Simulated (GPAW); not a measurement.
CuI (Marshite):

```
I Cu
1.0
     0.00000    3.03150    3.03150
     3.03150    0.00000    3.03150
     3.03150    3.03150    0.00000
I Cu
1 1
Direct
  0.00000 0.00000 0.00000
  0.75000 0.75000 0.75000
```

Base run:

* Program: GPAW 26.7.0
* Functional: PBEsol
* Potentials or basis: PAW data sets generated in the run's folder for this functional
* Cutoff: 600 eV
* Basis: pw
* k mesh: 8 × 8 × 8
* Occupations: fermi-dirac, width 0.05 eV
* Spin: no spin polarisation

Its results: band gap on the k mesh 1.03 eV, direct; pressure -1.9 GPa.

Question: After a change of settings the same cell gave: band gap on the k mesh 1.18 eV, direct; pressure 3.9 GPa. Which change was it?
A. functional from PBEsol to RPBE; potentials or basis from PAW data sets generated in the run's folder for this functional to the program's PAW data sets (release 1.2.1) made for this functional
B. k mesh from 8 × 8 × 8 to 6 × 6 × 6; spin from no spin polarisation to spin-orbit coupling, no magnetisation
C. functional from PBEsol to BLYP

Answer: C.

BLYP binds less tightly than PBEsol, so the same cell stands under more pressure.

Caveats: with this Cu data set, volumes or pressures lay over 1.5 % or 2 GPa off other programs in two to four cells of ten; spin-orbit coupling is left out, which moves the levels of the heavy elements.
